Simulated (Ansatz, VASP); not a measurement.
**Two plane-wave programs on N**

File INCAR:

```
SYSTEM = N
  PREC = Accurate
  ENCUT = 520
  EDIFF = 1E-7
  ISMEAR = -1
  SIGMA = 0.05
  LREAL = .False.
  LASPH = .True.
  NELM = 80
  ALGO = Normal
  ISIF = 2
  LWAVE = .False.
  LCHARG = .False.
  GGA = PE
  NBANDS = 12
```

File KPOINTS:

```
Automatic mesh
0
Gamma
  12 12 11
  0 0 0
```

The input POSCAR:

```
N
1.0
    2.5361595317      0.0000000000      0.0000000000
   -1.2680797659      2.1963785825      0.0000000000
    0.0000000000      0.0000000000      2.4622011608
N
2
Direct
    0.3333333333      0.6666666667      0.7500000000
    0.6666666667      0.3333333333      0.2500000000
```

Contents of input.yaml:

```yaml
crystal:
  lattice:
    - [2.5361595317, 0.0, 0.0]
    - [-1.2680797659, 2.1963785825, 0.0]
    - [0.0, 0.0, 2.4622011608]
  atoms:
    - { symbol: "N", position: [0.3333333333, 0.6666666667, 0.75] }
    - { symbol: "N", position: [0.6666666667, 0.3333333333, 0.25] }
hamiltonian:
  xc: pbe
  pseudopotentials: { kind: paw }
kpoints:
  mp_grid: { grid: [12, 12, 11] }
scf:
  occupations: { method: fermi_dirac, width: 0.05 }
output:
  forces: true
  stress: true
  eigenvalues: true
```

Change from the starting cell: volume scaled by 1.02.

Alike in both runs: task single point; functional PBE; k mesh 12 × 12 × 11; occupations fermi-dirac, width 0.05 eV; no spin polarisation.

```csv
,VASP,Ansatz
version,VASP 6.6.1,Ansatz 0.2.0
potentials or method,"VASP PAW PBE potentials, release 64 (N)",Ansatz PAW
plane-wave cutoff (eV),520,420
valence electrons in the cell,10,10
```

```tsv
	VASP	Ansatz	Ansatz less VASP
gap on the k mesh at the Fermi level (eV)	none	none	-
pressure (GPa)	5.9	5.9	+0.06
largest component of the traceless stress (GPa)	8.74	8.89	+0.153
```

A gap of «none» marks a metal or a gap that the smearing closes.

Caveats: the pressure holds a Pulay correction of +1.2 GPa for the finite cutoff (Ansatz).
